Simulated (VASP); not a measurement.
Input of a VASP 6.6.1 run:

Contents of POSCAR:

```
BP                                      
1.0
    3.1954827040      0.0000000000      0.0000000000
   -1.5977413520      2.7673691969      0.0000000000
    0.0000000000      0.0000000000     16.0000000000
  B               P             
     1     1
Direct
     0.3333330000000032    0.6666669999999968    0.5000000000000000
     0.6666669999999968    0.3333330000000032    0.5000000000000000
```

File INCAR.step1:

```
PREC = Accurate
ENCUT = 520
EDIFF = 1E-5
ISMEAR = 0
SIGMA = 0.03
LREAL = False
LASPH = True
NELM = 100
ALGO = Normal
ISIF = 2
LWAVE = True
LDIPOL = True
IDIPOL = 3
DIPOL = 0.5 0.5 0.500
GGA = PE
KPAR = 4
```

INCAR.step2

```
PREC = Accurate
ENCUT = 520
EDIFF = 1E-6
ISMEAR = 0
SIGMA = 0.03
LREAL = False
LASPH = True
NELM = 100
ALGO = Normal
ISIF = 2
LWAVE = False
LCHARG = True
LDIPOL = True
IDIPOL = 3
DIPOL = 0.5 0.5 0.500
GGA = PE
LHFCALC = True
HFSCREEN = 0.2
PRECFOCK = Fast
LVHAR = True
LVACPOTAV = True
ISTART = 1
KPAR = 4
```

File KPOINTS:

```
regular mesh
0
Gamma
  6 6 1
```

Potentials or basis: VASP PAW PBE potentials, release 64 (B, P).

Run with:

```sh
$ cat potpaw_PBE.64/B/POTCAR potpaw_PBE.64/P/POTCAR > POTCAR
$ cp INCAR.step1 INCAR
$ mpirun -np 4 vasp_std > vasp.out
$ cp INCAR.step2 INCAR
$ mpirun -np 4 vasp_std > vasp.out
```

(1) Predict the ionisation potential of the upper face.

(2) Estimate the band gap on the k mesh.

Results:

(1) 5.40 eV.

(2) 1.36 eV, direct.
